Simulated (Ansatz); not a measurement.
**P under changes of volume**

One of the cells (132.548 Å³/atom); the others are scaled copies at fixed shape and fractional positions:

```
P
1.0
     3.28373    0.00000    0.00000
     0.00000   34.85703    0.00000
     0.00000    0.00000    4.63208
P
4
Direct
  0.50000 0.97026 0.90785
  0.50000 0.02974 0.09215
  0.00000 0.02974 0.40785
  0.00000 0.97026 0.59215
```

The slab is cut from a database's or a generator's crystal, which needn't be the stable form of the element.

* Program: Ansatz 0.2.0
* Functional: PBEsol
* Potentials or basis: all-electron LAPW, scalar-relativistic
* Cutoff: 224 eV (chosen from the basis error)
* Basis error allowed: 0.002 eV/atom
* k mesh: 8 × 1 × 6
* Occupations: fermi-dirac, width 0.05 eV
* Spin: no spin polarisation

```tsv
volume (Å³/atom)	energy over the lowest point (meV/atom)	gap on the mesh (eV)	largest force (eV/Å)
124.595	17.86	0.83	0.821
127.246	7.36	0.86	0.614
129.897	1.57	0.88	0.428
132.548	0.00	0.89	0.269
135.199	?	?	?
137.850	7.85	0.91	0.199
140.501	16.53	0.92	0.307
```

Q: What does the run at 135.199 Å³/atom give?

A: Energy over the lowest point 2.22 meV/atom; gap on the mesh 0.90 eV; largest force 0.170 eV/Å.

Worked out: A Birch-Murnaghan fit of order 3 (a polynomial in V^(-2/3)) to the other rows has its minimum at 132.27 Å³/atom with B0 = V·E''(V) = 11.5 GPa and B' = 4.4 at fixed shape and positions, which overstates the stiffness. It gives 2.22 meV/atom at 135.199 Å³/atom, against the run's 2.22. A parabola through the other rows of the gap, of slope 0.51 eV per unit of ln V there, gives 0.90 eV, against the run's 0.90.

Energies are extrapolated to zero smearing.

A mesh can miss the band edges.
